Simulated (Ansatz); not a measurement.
**SnSe (P4/nmm), a film clamped to a substrate**

These are results of DFT r2SCAN, scalar-relativistic, plane waves, PAW in Ansatz 0.2.0, not measurements. Cutoff 500 eV, Γ-centred 6×6×4 k-points, Gaussian smearing of 0.05 eV. No spin polarisation. Energies are free energies at this smearing, counted from the undisturbed cell; pressure is positive in compression.

The undisturbed cell (as given, not relaxed at this level; it stands at 0.0 GPa; this form isn't the usual structure):

```yaml
crystal:
  lattice:
    - [4.28533, 0.00000, 0.00000]
    - [0.00000, 4.28533, 0.00000]
    - [0.00000, 0.00000, 10.99069]
  atoms:
    - { symbol: Sn, position: [0.50000, 0.00000, 0.37223] }
    - { symbol: Sn, position: [0.00000, 0.50000, 0.62777] }
    - { symbol: Se, position: [0.50000, 0.00000, 0.61604] }
    - { symbol: Se, position: [0.00000, 0.50000, 0.38396] }
```

The cell holds layers and no dispersion correction was added, so their binding is poorly described.

The cell (4 atoms, V0 = 201.83 Å³) is strained by p along both x and y and by q along z, fractional coordinates fixed. τp = (1/V0) ∂E/∂p = (σxx + σyy)(1 + p)(1 + q) and τq = (1/V0) ∂E/∂q = σzz(1 + p)², with tension positive.

| p | q | ΔE (meV/atom) | τp (GPa) | τq (GPa) |
| --- | --- | --- | --- | --- |
| 0.000 | 0.000 | 0.00 | -0.03 | 0.02 |
| -0.015 | 0.000 | 5.74 | -2.46 | -0.27 |
| 0.015 | 0.000 | 4.84 | 2.03 | 0.31 |
| 0.000 | -0.015 | 2.20 | -0.32 | -0.98 |
| 0.000 | 0.015 | 2.16 | 0.25 | 0.87 |

Get the second derivatives of the energy density.

Central differences give A = ∂τp/∂p = 150 GPa (C11 + C22 + 2 C12), C = ∂τq/∂q = 62 GPa (C33) and the cross term B = ∂τq/∂p = 19.2 GPa (C13 + C23); ∂τp/∂q = 19.2 GPa must equal B, and any difference shows higher-order terms. The ions are clamped.

A film of this crystal grows with z along the normal on a substrate that imposes p. How does its thickness respond, and what does the misfit cost?

Count p and q from the stress-free cell. A free surface needs τq = 0, so q = −(B/C) p = -0.31 p. The energy density left is (A − B²/C) p²/2 = M p², with the biaxial modulus M = 72 GPa; a misfit of 1 % costs 2.26 meV/atom, against 2.35 meV/atom if the thickness were held.

At p = -0.030 the energies along q are 39.1 (q = -0.030), 28.9 (q = -0.015), 23.9 (q = 0.000), 23.2 (q = 0.015), 26.1 (q = 0.030) meV/atom.

Does the linear rule hold at this misfit?

A parabola through the lowest point and its neighbours has its minimum at q = 0.010, 23.0 meV/atom. With the stress left in the starting cell, τp0 and τq0, linear elasticity gives q = −(τq0 + Bp)/C = 0.009 and E = V0(τp0 p + τq0 q + Ap²/2 + Bpq + Cq²/2)/N = 20.7 meV/atom. The energies differ by more than a tenth, so the quadratic law fails here: the gap holds the anharmonic part, with some error from the wide steps. Cubic terms also shift the vertex of so wide a parabola.

Forces appear on the atoms along this scan, and letting them relax would lower the energy and soften the response.

The atomic positions put all four atoms in one double layer, with a gap to its periodic images far wider than a normal van der Waals gap. With fractional coordinates fixed, q therefore stretches the short vertical Sn–Se bonds along with the empty space, and C = 62 GPa mainly measures those bonds, not cohesion between layers. Were the ions free, the layer would keep its own thickness and the stiffness along z would probably almost vanish. The rule for q thus doesn't predict the thickness of a real film, and the moduli in GPa also depend on how much empty space the cell includes.

The in-plane cost per atom is more meaningful. Freeing the cell height lowers it only from 2.35 to 2.26 meV/atom for 1 % misfit, because the coupling B is weak. Compression costs more than equal tension, 5.74 against 4.84 meV/atom, as expected when short-range repulsion steepens on shortening the Sn–Se contacts. The same asymmetry explains why the quadratic law underestimates the energy at p = -0.030.
